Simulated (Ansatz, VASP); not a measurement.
## One calculation of Al, two programs

Contents of INCAR:

```
SYSTEM = Al
PREC     = Accurate       ! precision mode
ENCUT    = 520            ! plane-wave cutoff, eV
EDIFF    = 1E-6           ! SCF threshold, eV
ISMEAR   = 0              ! smearing method
SIGMA    = 0.15           ! smearing width, eV
LREAL    = .FALSE.        ! projectors in reciprocal space
LASPH    = .TRUE.         ! aspherical terms in the spheres
NELM     = 80             ! most SCF steps
ALGO     = Fast           ! electronic algorithm
ISIF     = 2              ! what is computed and relaxed
LWAVE    = .FALSE.        ! write WAVECAR
LCHARG   = .FALSE.        ! write CHGCAR
GGA      = PE             ! functional
IVDW     = 12             ! dispersion correction
NBANDS   = 8              ! bands
```

Contents of KPOINTS:

```
Automatic mesh
0
G
  26 26 26
  0 0 0
```

Contents of POSCAR:

```
Al
1.0
    0.0000000000      2.1506718558      1.8320538030
    2.1506718558      0.0000000000      1.8320538030
    2.1506718558      2.1506718558      0.0000000000
Al
1
Direct
    0.0000000000      0.0000000000      0.0000000000
```

Input for Ansatz:

```yaml
crystal:
  lattice:
    - [0.0, 2.1506718558, 1.832053803]
    - [2.1506718558, 0.0, 1.832053803]
    - [2.1506718558, 2.1506718558, 0.0]
  atoms:
    - { symbol: Al, position: [0.0, 0.0, 0.0] }
basis:
  ecutwfc: 420
kpoints:
  mp_grid: { grid: [26, 26, 26] }
hamiltonian:
  xc: pbe
  dispersion: d3bj
scf:
  occupations: { method: gaussian, width: 0.15 }
output:
  forces: true
  stress: true
  eigenvalues: true
```

Change from the starting cell: strain +0.080 along x and y, -0.080 along z, atoms carried along.

Alike in both runs: task single point; functional PBE; dispersion D3(BJ); k mesh 26 × 26 × 26; occupations gaussian, width 0.15 eV; no spin polarisation.

|  | VASP | Ansatz |
| --- | --- | --- |
| version | VASP 6.6.1 | Ansatz 0.2.0 |
| potentials or method | VASP PAW PBE potentials, release 64 (Al) | scalar-relativistic, plane waves, PAW |
| plane-wave cutoff (eV) | 520 | 420 |
| valence electrons in the cell | 3 | 3 |

VASP gave:

* gap on the k mesh at the Fermi level (eV): none
* pressure (GPa): -4.1
* largest component of the traceless stress (GPa): 4.85

Q: Estimate Ansatz's values.

A: gap on the k mesh at the Fermi level (eV): none; pressure (GPa): -4.0; largest component of the traceless stress (GPa): 4.84.

A gap of «none» marks a metal or a gap that the smearing closes.

Caveats: pairwise dispersion overbinds metals, which lowers pressure and volume.
